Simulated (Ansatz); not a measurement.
PbSe (PbO-type structure)

Method: PBEsol, scalar-relativistic; no spin polarisation; PAW, 420 eV, 6×6×8 k-mesh, Gaussian smearing of 0.05 eV; code Ansatz; PAW files: Ansatz's generated set soft_2.

```
CELL_PARAMETERS angstrom
5.24429 0.00000 0.00000
0.00000 5.24429 0.00000
0.00000 0.00000 3.99483
ATOMIC_POSITIONS crystal
Pb 0.50000 0.00000 0.34655
Pb 0.00000 0.50000 0.65345
Se 0.00000 0.00000 0.00000
Se 0.50000 0.50000 0.00000
```

This is a trial structure; measured cells of the compound in the Crystallography Open Database are in space group Fm-3m (rock salt).

The cell has space group P4/nmm (read at 0.01 Å). In it the stress is 0.03, 0.03, -0.01, 0.00, 0.00, 0.00 GPa and the largest force component 0.004 eV/Å. Each change below starts from this cell, without further relaxation. Stress is in GPa, positive in compression, in the order xx, yy, zz, yz, xz, xy; energies are counted from the cell above.

Q: What happens when atom 1 (Pb) is moved by 0.05 Å along x?

A: The energy changes by 1.8 meV per cell, and the force on it along the shift is -0.074 eV/Å (−F/u = 1.49 eV/Å²). Stress: 0.08, 0.03, 0.01, 0.00, -0.16, 0.00.
```tsv
atom	Fx (eV/Å)	Fy	Fz
Pb1	-0.074	0.000	0.011
Pb2	0.038	0.000	-0.004
Se3	0.040	0.000	-0.009
Se4	-0.003	0.000	0.002
```
In a harmonic crystal the energy would rise by −½F·u = ½ × 1.49 × 0.05² eV = 1.9 meV, which matches.

Q: A single strain component, atoms carried along, gave the stress 0.96, 2.00, 0.76, 0.00, 0.00, 0.00. Which component, and about how large?

A: An engineering strain of -2 % in yy; the energy changes by 13.6 meV per cell.

Spin–orbit coupling, which matters for such heavy elements, is left out.
